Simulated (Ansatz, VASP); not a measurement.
## One calculation of RbBr, two programs

```
CELL_PARAMETERS angstrom
0.00000 3.42750 3.42750
3.42750 0.00000 3.42750
3.42750 3.42750 0.00000
ATOMIC_POSITIONS crystal
Rb 0.00000 0.00000 0.00000
Br 0.50000 0.50000 0.50000
```

Alike in both runs: task single point; functional PBE; k mesh 7 × 7 × 7; no spin polarisation.

```csv
,VASP,Ansatz
version,VASP 6.6.1,Ansatz 0.2.0
potentials or method,"VASP PAW PBE potentials, release 64 (Rb_sv, Br), cutoff 520 eV","all-electron LAPW, scalar-relativistic"
occupations,"methfessel-paxton of order 1, width 0.15 eV","cold, width 0.15 eV"
```

```csv
,VASP,Ansatz,Ansatz less VASP
gap on the k mesh at the Fermi level (eV),4.36,4.36,0.000
pressure (GPa),1.0,1.0,0.00
```

Ansatz ran all-electron here, so the differences hold the error of VASP's frozen core and of both bases.

Caveats: an odd mesh through Γ misses points on the zone boundary, where band edges often lie. Expect the measured gap to be larger: semilocal functionals such as PBE lack the derivative discontinuity.
